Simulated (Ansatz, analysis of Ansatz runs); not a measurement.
# Neutral SiV centre in diamond: zero-phonon line against experiment

Aim: the zero-phonon line of the neutral SiV centre in diamond, to be set beside the measurement. Set-up: LDA, 216-site cell, LDA lattice, 420 eV, k: the zone centre alone. The model is a cell of 216 host atoms with 1 site emptied and Si put on another atom's site. The excitation energy is a difference of total energies with one electron moved up within one spin channel. A larger cell tests how far the defect's images disturb the number.

Measured beforehand: Zero-phonon line: 1.31 eV, by optical spectroscopy, quoted from literature (“NV- - N+ pair centre in 1b diamond”, 2018, arxiv:1807.08889). The calculation is set beside it at the end.

Method: plane-wave PAW DFT, LDA; relaxation of all atoms of a defect supercell, in Ansatz 0.2.0.

## 1. Starting point

The cell holds 215 atoms: 214 C and 1 Si. Its edges and angles: a = 10.595 Å, b = 10.595 Å, c = 10.595 Å, α = 90.0°, β = 90.0°, γ = 90.0°. It derives from C (space group Fd-3m). Nearest the centre at fractional (0.458, 0.458, 0.542): Si108 at 0.01 Å, C110 at 1.92 Å, C109 at 1.92 Å, C111 at 1.92 Å, C114 at 1.92 Å, C113 at 1.92 Å, C105 at 1.92 Å, C86 at 2.61 Å.

The host's primitive cell comes from a first run (plane-wave PAW DFT, LDA; relaxation of the host's cell and atoms): vectors of 2.497, 2.497 and 2.497 Å. That is 5.51 Å³ an atom, 2.9 % under the diffraction cell's volume. The supercell is built on it.

## 2. Relaxation, charge 0

Every later number rests on the structure around the defect, so the atoms are relaxed at the host's lattice first.

File relax/input.yaml:

```yaml
relax:
  f_tol: 0.02
  max_steps: 80
  escape_saddle: false
crystal:
  lattice:
    - [10.59520894, 0.0, 0.0]
    - [0.0, 10.59520894, 0.0]
    - [0.0, 0.0, 10.59520894]
  atoms:
    - { symbol: C, position: [0.0, 0.0, 0.166666667] }
    - { symbol: C, position: [0.0, 0.166666667, 0.0] }
[... 13 atom lines left out ...]
    - { symbol: C, position: [0.25, 0.25, 0.583333333] }
[... 15 atom lines left out ...]
    - { symbol: C, position: [0.25, 0.583333333, 0.25] }
[... 3 atom lines left out ...]
    - { symbol: C, position: [0.166666667, 0.5, 0.5] }
[... 2 atom lines left out ...]
    - { symbol: C, position: [0.25, 0.416666667, 0.416666667] }
    - { symbol: C, position: [0.25, 0.583333333, 0.583333333] }
[... 2 atom lines left out ...]
    - { symbol: C, position: [0.166666667, 0.333333333, 0.666666667] }
[... 3 atom lines left out ...]
    - { symbol: C, position: [0.25, 0.416666667, 0.75] }
[... 15 atom lines left out ...]
    - { symbol: C, position: [0.25, 0.75, 0.416666667] }
[... 16 atom lines left out ...]
    - { symbol: C, position: [0.583333333, 0.25, 0.25] }
[... 3 atom lines left out ...]
    - { symbol: C, position: [0.5, 0.166666667, 0.5] }
[... 1 atom line left out ...]
    - { symbol: C, position: [0.416666667, 0.25, 0.416666667] }
[... 1 atom line left out ...]
    - { symbol: C, position: [0.583333333, 0.25, 0.583333333] }
[... 1 atom line left out ...]
    - { symbol: C, position: [0.333333333, 0.166666667, 0.666666667] }
[... 3 atom lines left out ...]
    - { symbol: C, position: [0.416666667, 0.25, 0.75] }
[... 5 atom lines left out ...]
    - { symbol: C, position: [0.5, 0.5, 0.166666667] }
    - { symbol: C, position: [0.416666667, 0.416666667, 0.25] }
[... 2 atom lines left out ...]
    - { symbol: C, position: [0.583333333, 0.583333333, 0.25] }
    - { symbol: C, position: [0.333333333, 0.333333333, 0.5] }
    - { symbol: C, position: [0.333333333, 0.5, 0.333333333] }
    - { symbol: C, position: [0.5, 0.333333333, 0.333333333] }
    - { symbol: Si, position: [0.457924379, 0.457924379, 0.542075621] }
    - { symbol: C, position: [0.416666667, 0.583333333, 0.416666667] }
    - { symbol: C, position: [0.583333333, 0.416666667, 0.416666667] }
    - { symbol: C, position: [0.583333333, 0.583333333, 0.583333333] }
    - { symbol: C, position: [0.333333333, 0.333333333, 0.833333333] }
    - { symbol: C, position: [0.333333333, 0.5, 0.666666667] }
    - { symbol: C, position: [0.5, 0.333333333, 0.666666667] }
    - { symbol: C, position: [0.5, 0.5, 0.833333333] }
[... 1 atom line left out ...]
    - { symbol: C, position: [0.416666667, 0.583333333, 0.75] }
    - { symbol: C, position: [0.583333333, 0.416666667, 0.75] }
[... 9 atom lines left out ...]
    - { symbol: C, position: [0.333333333, 0.666666667, 0.5] }
[... 1 atom line left out ...]
    - { symbol: C, position: [0.5, 0.666666667, 0.333333333] }
    - { symbol: C, position: [0.5, 0.833333333, 0.5] }
    - { symbol: C, position: [0.416666667, 0.75, 0.583333333] }
[... 1 atom line left out ...]
    - { symbol: C, position: [0.583333333, 0.75, 0.416666667] }
[... 3 atom lines left out ...]
    - { symbol: C, position: [0.5, 0.666666667, 0.666666667] }
[... 18 atom lines left out ...]
    - { symbol: C, position: [0.75, 0.25, 0.416666667] }
[... 18 atom lines left out ...]
    - { symbol: C, position: [0.666666667, 0.333333333, 0.5] }
    - { symbol: C, position: [0.666666667, 0.5, 0.333333333] }
[... 1 atom line left out ...]
    - { symbol: C, position: [0.833333333, 0.5, 0.5] }
    - { symbol: C, position: [0.75, 0.416666667, 0.583333333] }
    - { symbol: C, position: [0.75, 0.583333333, 0.416666667] }
[... 3 atom lines left out ...]
    - { symbol: C, position: [0.666666667, 0.5, 0.666666667] }
[... 3 atom lines left out ...]
    - { symbol: C, position: [0.75, 0.583333333, 0.75] }
[... 10 atom lines left out ...]
    - { symbol: C, position: [0.666666667, 0.666666667, 0.5] }
[... 14 atom lines left out ...]
    - { symbol: C, position: [0.916666667, 0.916666667, 0.916666667] }
basis:
  ecutwfc: 420
  xc_grid: 2
hamiltonian:
  xc: lda
kpoints:
  mp_grid: { grid: [1, 1, 1] }
magnetization:
  spin_polarized: true
  initial_magnetization: 2
  spin_locking: { lock_magnetization: hard }
scf:
  occupations: { method: fermi_dirac, width: 0.01 }
  max_iter: 120
output:
  forces: true
checkpoint:
  write: "../relax.run"
  compress: false
  write_wavefunctions: true
  write_every: 100000
```

Run with:

```
$ ansatz run input.yaml --threads 32 --pin off --max-ram 84787MiB --backend cuda --events-out ev --progress --plain --runs-dir out --max-vram 78GiB
```

Numbers of over 12 decimals in the logs are rounded to 6 here.

Log:

```text
[... repeated set-up lines and file paths are left out, and long positions are rounded to six places ...]
Engine: ansatz 0.2.0, aarch64-unknown-linux-gnu
Pseudopotentials: kind: paw
Pseudopotential: C, paw, valence charge 4, recommended cutoff 420 eV (normal), C.paw.azcp
Pseudopotential: Si, paw, valence charge 4, recommended cutoff 420 eV (normal), Si.paw.azcp
Functional definition: SPW92
  exchange = slater_x
  correlation = pw_c
[...]
Crystal: 215 atoms, lattice volume = 1189.402 Å³
Basis set: ecut = 420 eV, 23127 PW (Γ), exchange–correlation on 144×144×144 points (8 copies of the dense FFT grid, shifted against one another)
Bands: 646, of which v1, the nominal top of the filled ones, is band 430 counted from 1 (429 counted from 0)
Symmetry: 6 space group operations
Space group: R3m (ITA 160), of the structure as read, at distance tolerance 1.1e-4 Å
Magnetic group: BNS 160.65 (UNI 1295), of the structure as read, at distance tolerance 1.1e-4 Å
k-points: 1
Non-local potential: C, projectors of the file, l = 0: 2, l = 1: 2, l = 2: 1
Non-local potential: Si, projectors of the file, l = 0: 2, l = 1: 2, l = 2: 2
PAW form: soft (Blöchl's): semilocal exchange-correlation on the pseudo side does not see the compensation charge
PAW frozen core: C, regenerated for the run's functional, and the local potential with it (the file was generated under x = pbe(κ = 0.804, μ = 0.219515), c = pbe(β = 0.066725))
PAW frozen core: Si, regenerated for the run's functional, and the local potential with it (the file was generated under x = pbe(κ = 0.804, μ = 0.219515), c = pbe(β = 0.066725))
PAW one-centre angular grid: C, 110 points (default); XC on 64 Gauss nodes
PAW one-centre angular grid: Si, 110 points (default); XC on 64 Gauss nodes
Initial density: superposition of atomic densities (chi_scale 0.1, normalization cell, long waves kept (reshape's long-wave potential 0.18 eV rms))
Starting moments: Σ|m| = 2 μB on 215 of 215 sites
Initial wavefunctions: pseudopotential atomic-orbital guess
[...]
Functional: x = slater, c = lda
SCF iter   1: F=—  HF=-52672.476646 eV  |Δ(HF+E_count)|=         —  Δρ=7.51e-2 (↑7.51e-2 ↓7.39e-2)  dr2=1.95e2  dr2_m=4.57e-2  M=2.000 μB ∫|m|=2.003 μB  Hψ=5264
preconditioner: auto → Resta (q_TF=auto, 2.585 Å⁻¹)  ε∞=4.3  [insulator: Δε(μ)=0.343 eV  Ē_g=17.337 eV  σ=0.010 eV  W_gap=1.00  n_scr=340 (ndim 8)  ℏωp=31.6 eV  f_vac=0.000  D(μ)=0.00/eV (n_scr^D=0)  ε∞_Penn≈4.3]
spin=Collinear: Resta preconditioning applied to the charge; magnetization (m = ρ↑ − ρ↓) channel mixes plain (no charge-response kernel on spin).
SCF iter   2: F=—  HF=-52639.833962 eV  |Δ(HF+E_count)|=    3.26e1  Δρ=5.41e-2 (↑5.41e-2 ↓5.34e-2)  dr2=1.01e2  dr2_m=9.37e-2  M=2.000 μB ∫|m|=2.009 μB  Hψ=2036
[...]
SCF iter   9: F=-52600.750564 eV  HF=-52600.750564 eV  |Δ(HF+E_count)|=   1.79e-7  Δρ=1.14e-6 (↑1.14e-6 ↓1.08e-6)  dr2=2.26e-8  dr2_m=6.67e-9  M=2.000 μB ∫|m|=2.089 μB  Hψ=2213
SCF 1 converged in 9 iterations: F = -52600.750564 eV  dr2 = 2.26e-8
  greatest PAW one-centre occupation: 0.652 electrons in one spin orbital (limit 2), on the C atom at site 108 (counted from 0), in its partial waves of l = 0
relax step   1: F+E_penalty+E_count = -52600.75056380 eV  Δ(F+E_penalty+E_count) = +0.000e0 eV  max|allowed force component| = 2.705e0 eV/Å  Δτ_max = 0.0000 Å  (9 SCF iters, dr2 threshold 1.00e-5 eV, accepted)
[... the SCF cycles and remarks between the steps are left out from here to the last step ...]
relax step   2: F+E_penalty+E_count = -52601.77388619 eV  Δ(F+E_penalty+E_count) = -1.023e0 eV  max|allowed force component| = 4.604e-1 eV/Å  Δτ_max = 0.0940 Å  (5 SCF iters, dr2 threshold 1.00e-4 eV, accepted)
relax step   3: F+E_penalty+E_count = -52601.85344680 eV  Δ(F+E_penalty+E_count) = -7.956e-2 eV  max|allowed force component| = 1.479e-1 eV/Å  Δτ_max = 0.0131 Å  (5 SCF iters, dr2 threshold 1.32e-5 eV, accepted)
relax step   4: F+E_penalty+E_count = -52601.86475948 eV  Δ(F+E_penalty+E_count) = -1.131e-2 eV  max|allowed force component| = 1.322e-2 eV/Å  Δτ_max = 0.0049 Å  (5 SCF iters, dr2 threshold 1.37e-6 eV, accepted)
[...]
iter 1 solved again at ethr=1.22e-11 eV; its pass at ethr=3.10e-3 eV (dr2=1.05e-7 eV) is discarded
SCF iter   1: F=—  HF=-52601.864760 eV  |Δ(HF+E_count)|=         —  Δρ=2.00e-6 (↑1.77e-6 ↓2.00e-6)  dr2=1.05e-7  dr2_m=7.32e-9  M=2.000 μB ∫|m|=2.086 μB  Hψ=4295
[...]
iter 2 did not close the SCF: its close was put off for a magnetic moment that had not settled (scf_convergence_deferred on its scf_iter line)
SCF iter   2: F=-52601.864760 eV  HF=-52601.864760 eV  |Δ(HF+E_count)|=   7.48e-9  Δρ=1.44e-6 (↑1.32e-6 ↓1.44e-6)  dr2=5.07e-8  dr2_m=4.09e-9  M=2.000 μB ∫|m|=2.086 μB  Hψ=2278
SCF iter   3: F=-52601.864760 eV  HF=-52601.864760 eV  |Δ(HF+E_count)|=   4.45e-9  Δρ=3.16e-7 (↑2.38e-7 ↓3.16e-7)  dr2=3.39e-9  dr2_m=1.56e-10  M=2.000 μB ∫|m|=2.086 μB  Hψ=2799
SCF 5 converged in 3 iterations: F = -52601.864760 eV  dr2 = 3.39e-9
[...]
relax step   5: F+E_penalty+E_count = -52601.86475951 eV  Δ(F+E_penalty+E_count) = -2.823e-8 eV  max|allowed force component| = 1.322e-2 eV/Å  Δτ_max = 0.0000 Å  (3 SCF iters, accepted)
[...]
NSCF: frozen V_eff on 1 k-points
the band table was solved once a step of the walk had ended and its energy, with any forces and stress, was formed, with the checks that follow a solve (6546 applications of the Hamiltonian). They found nothing against the state; [...]
SCF converged after 3 iterations
Magnetization: 2.0000 μB (431.0000 up, 429.0000 down)
Absolute magnetization: 2.0887 μB (∫|ρ↑−ρ↓|, with the PAW one-centre terms)
Spin contamination: 0.0016 ħ² per cell (⟨S²⟩ above its minimum at these occupations)
Per-site moments (μB) at R_I (Å): [(0.00212471, 0.630352), (0.00142056, 0.629675), (0.00142056, 0.629675), [... 6 left out ...]
Free energy (F): -52601.864760 eV
Harris-Foulkes:  -52601.864760 eV  (|F-HF|=1.86e-9)
Internal energy: -52601.864760 eV  (E = F + TS)
E sigma→0 (E₀):  -52601.864760 eV
Fermi energy:    14.310186 (↑ 15.981872, ↓ 13.960249) eV
--- Per-component energies (eV) ---
  E_band       = 3889.086334
  E_kinetic    = 20016.773162
  E_local      = -13303.516974  (includes V_loc(G=0)·N_el)
  E_nonlocal   = 5996.673610
  E_hartree    = 2910.913360
  E_xc         = -10460.382462
  E_vxc        = -13002.800554  (∫ρ·V_xc dr)
  E_paw        = -20144.463035  (= ΣΔE_a)
  E_vpaw       = -1639.871296  (= ΣTr[D̂ρ^β])
  E_aug_tail   = 0.001860  (compensation charges beyond the density's cutoff)
  E_ewald      = -37631.394769
  E_core_change = 13.530487  (= ΣΔE_core)
  E_smearing   = -0.000000  (= −TS)
  E_closure    = 0.000000  (closes the sum)
  Σ components = -52601.864760   (vs F -52601.864760, Δ=0.00e0)
--- Forces (eV/Å), atoms counted from 1 ---
  atom   1  C      0.00017180     0.00017180    -0.00014898
  atom   2  C      0.00015415     0.00104978    -0.00015415
  [... 4 atoms left out ...]
  [... 209 more lines of this table ...]
  max |Σ_I F_I| component: 1.16e-5 eV/Å
--- Band table (eV) ---
  k-point 0 ↑: bands = ["-8.1438", "-7.1490", "-7.1490", "-7.1343", "-7.1343", "-7.0542", "-6.9751", "-6.1394", "-6.1234", "-6.1234", [... rest cut ...]
  k-point 0 ↓: bands = ["-8.1349", "-7.1375", "-7.1375", "-7.1286", "-7.1286", "-7.0475", "-6.9586", "-6.1313", "-6.1109", "-6.1109", [... rest cut ...]
--- Relaxed structure (5 steps of the walk, 5 accepted, 0 SCFs on fresh bases) ---
  F+E_penalty+E_count = -52601.86475951 eV   max|allowed force component| = 1.322e-2 eV/Å
  atoms:
    - { symbol: C, position: [-0.000220, -0.000220, 0.166574] }
    - { symbol: C, position: [0.000390, 0.166710, -0.000390] }
    [... 4 atoms left out ...]
  [... 209 more lines of this table ...]
```

It took 5.8 s on 1 × NVIDIA GB200 with 32 threads of Arm Neoverse V2, shared host; peak memory 2 GiB.

Step by step:

```csv
step,energy less that of the first step (eV),largest force component (eV/Å)
1,0.0000,2.7049
2,-1.0233,0.4604
3,-1.1029,0.1479
4,-1.1142,0.0132
5,-1.1142,0.0132
```

The run keeps the 6 symmetry operations that it works with, so distortions that break them were not tested.

The atoms that moved most (Å):

```csv
atom,dx,dy,dz,length
C109,-0.106,0.012,-0.012,0.107
C110,0.012,-0.106,-0.012,0.107
C111,0.012,0.012,0.106,0.107
C113,-0.012,0.106,0.012,0.107
C114,0.106,-0.012,0.012,0.107
C105,-0.012,-0.012,-0.106,0.107
C130,-0.026,-0.032,0.032,0.053
C177,-0.032,-0.026,0.032,0.053
```

The atoms nearest to the centre after the run:

```csv
atom,distance (Å)
Si108,0.000
C111,1.968
C110,1.968
C109,1.968
C105,1.968
C113,1.968
C114,1.968
C118,2.653
C117,2.653
C86,2.653
C88,2.653
C40,2.653
C39,2.653
C138,2.653
C176,2.653
C128,2.653
```

Numbers from this step:

```
free energy                           : -52601.8648 eV
total moment                          : 2 μB
integral of the absolute spin density : 2.089 μB
spin contamination                    : 0.001584
```

## 3. Ground state

Both spins' levels are needed to pick the two between which the electron moves, so the ground state is solved with empty bands.

This step: plane-wave PAW DFT, LDA; single point of a defect supercell.

File ground/input.yaml:

```yaml
crystal:
  lattice:
    - [10.59520894, 0.0, 0.0]
    - [0.0, 10.59520894, 0.0]
    - [0.0, 0.0, 10.59520894]
  atoms:
    - { symbol: C, position: [-0.000219731, -0.000219731, 0.166573553] }
    - { symbol: C, position: [0.000390306, 0.16670959, -0.000390306] }
[... 37 atom lines left out ...]
    - { symbol: C, position: [0.247627328, 0.586897628, 0.583573927] }
[... 45 atom lines left out ...]
    - { symbol: C, position: [0.416426073, 0.247627328, 0.413102372] }
[... 1 atom line left out ...]
    - { symbol: C, position: [0.586897628, 0.247627328, 0.583573927] }
[... 16 atom lines left out ...]
    - { symbol: C, position: [0.33217397, 0.33217397, 0.490031248] }
[... 2 atom lines left out ...]
    - { symbol: Si, position: [0.45831922, 0.45831922, 0.54168078] }
    - { symbol: C, position: [0.406690725, 0.584483882, 0.415516118] }
    - { symbol: C, position: [0.584483882, 0.406690725, 0.415516118] }
    - { symbol: C, position: [0.584483882, 0.584483882, 0.593309275] }
[... 1 atom line left out ...]
    - { symbol: C, position: [0.33217397, 0.509968752, 0.66782603] }
    - { symbol: C, position: [0.509968752, 0.33217397, 0.66782603] }
[... 2 atom lines left out ...]
    - { symbol: C, position: [0.416426073, 0.586897628, 0.752372672] }
    - { symbol: C, position: [0.586897628, 0.416426073, 0.752372672] }
[... 96 atom lines left out ...]
    - { symbol: C, position: [0.916884185, 0.916884185, 0.916764563] }
basis:
  ecutwfc: 420
  xc_grid: 2
hamiltonian:
  xc: lda
kpoints:
  mp_grid: { grid: [1, 1, 1] }
magnetization:
  spin_polarized: true
  initial_magnetization: 2
  spin_locking: { lock_magnetization: hard }
scf:
  occupations: { method: fermi_dirac, width: 0.01 }
  max_iter: 120
  n_extra_bands: 20
  lower_state_search: "off"
output:
  forces: true
  eigenvalues: true
  eigenstates: { localisation: true }
checkpoint:
  write: "../ground.run"
  compress: false
  write_wavefunctions: true
  write_every: 100000
```

Log:

```text
[...]
Warning: the band count 451 (scf.n_extra_bands) hosts the net moment |M| = 2.0000 μB (N_el = 860) but caps the reachable moment at 2·n_bands − N_el = 42.0000 μB, below the 646 bands that the automatic rule leaves for it — a moment growing past the seed, or [...]
[...]
device memory: the entry about to start is reckoned to put 7.7 GiB on a device that reports 168.7 GiB free (of which the cap on the GPU budget leaves the run 78.0 GiB)
GPU FFT provider: cuFFT
GPU libraries: cuBLAS 13.8.1, cuFFT 12.4.0, cuSOLVER 12.3.2
GPU matrix products: emulated (plane waves: as basis.precision tells), large ones in fixed point in workspaces of 1.00 GiB
Crystal: 215 atoms, lattice volume = 1189.402 Å³
Basis set: ecut = 420 eV, 23127 PW (Γ), exchange–correlation on 144×144×144 points (8 copies of the dense FFT grid, shifted against one another)
[...]
SCF converged after 9 iterations
Stability checked in part: among states of this total moment the steps that led to this state did not find it unstable. No probe was made; neither looks for a lower state of another moment (fixed_total_moment; see scf.lower_state_search)
Magnetization: 2.0000 μB (431.0000 up, 429.0000 down)
Absolute magnetization: 2.0887 μB (∫|ρ↑−ρ↓|, with the PAW one-centre terms)
[...]
Per-site moments (μB) at R_I (Å): [(0.00212471, 0.630352), (0.00142051, 0.629675), (0.00142051, 0.629675), [... 6 left out ...]
Free energy (F): -52601.864760 eV
[...]
Internal energy: -52601.864760 eV  (E = F + TS)
E sigma→0 (E₀):  -52601.864760 eV
Fermi energy:    14.310187 (↑ 15.981873, ↓ 13.960247) eV
[...]
--- Forces (eV/Å), atoms counted from 1 ---
  atom   1  C      0.00017003     0.00017003    -0.00014893
  atom   2  C      0.00015288     0.00104980    -0.00015288
  [... 4 atoms left out ...]
  [... 209 more lines of this table ...]
  max |Σ_I F_I| component: 3.13e-6 eV/Å
--- Band table (eV) ---
[...]
```

Elapsed: 2.5 s, on 1 × NVIDIA GB200 with 32 threads; peak memory 1.3 GiB.

The column dr2 measures how far the density is from self-consistency, as an energy; F and HF (Harris–Foulkes) agree once it is small.

Read from the output:

| Item | Value |
| --- | --- |
| free energy | -52601.8648 eV |
| total moment | 2 μB |
| integral of the absolute spin density | 2.089 μB |
| spin contamination | 0.001584 |

States next to the filling edge at the first k-point, on the run's own zero (eigenstates.tsv). The participation number counts the atoms that a state is spread over, of 215; bands count from 0.

```csv
spin,band,energy (eV),occupation,participation,largest share on,share
down,423,12.197,1.00,145.1,C106,0.01
down,424,12.769,1.00,29.9,Si108,0.10
down,425,12.769,1.00,29.9,Si108,0.10
down,426,13.242,1.00,134.8,C109,0.04
down,427,13.242,1.00,134.8,C111,0.03
down,428,13.487,1.00,210.1,C36,0.01
down,429,14.441,0.00,18.8,C109,0.14
down,430,14.441,0.00,18.8,C105,0.12
down,431,17.799,0.00,199.5,C1,0.01
down,432,17.799,0.00,199.5,C62,0.01
down,433,17.801,0.00,195.9,C21,0.01
up,425,12.603,1.00,40.8,Si108,0.08
up,426,13.158,1.00,97.1,C109,0.05
up,427,13.158,1.00,97.1,C110,0.05
up,428,13.477,1.00,209.7,C36,0.01
up,429,14.180,1.00,26.0,C105,0.11
up,430,14.180,1.00,26.0,C110,0.11
up,431,17.789,0.00,200.2,C62,0.01
up,432,17.789,0.00,200.2,C30,0.01
up,433,17.792,0.00,196.5,C21,0.01
up,434,17.803,0.00,196.6,C55,0.01
up,435,17.803,0.00,196.6,C5,0.01
```

Under LDA at the zone centre alone, the highest filled state is spin up, spread over 26 of 215 atoms, and the lowest empty one, 0.26 eV above it, is spin down, spread over 19 of 215 atoms.

The largest moments in the atoms' spheres: C105 0.09, C113 0.09, C109 0.09, C111 0.09, C114 0.09, C110 0.09 μB.

[end of part 1 of 2]

[Logs are printed without paths, hosts, clocks, repeated set-up lines and the standing remarks that a program may print on its own settings, such as how far it seeks lower states.]

[Hosts, paths, dates, database ids (printed as entryN), source tags and the programs' standing remarks are cut or masked in the printed files.]

[For some hosts the program warned that the k-mesh of the response run may be too coarse for force constants and the static dielectric constant; such warnings are not shown here.]
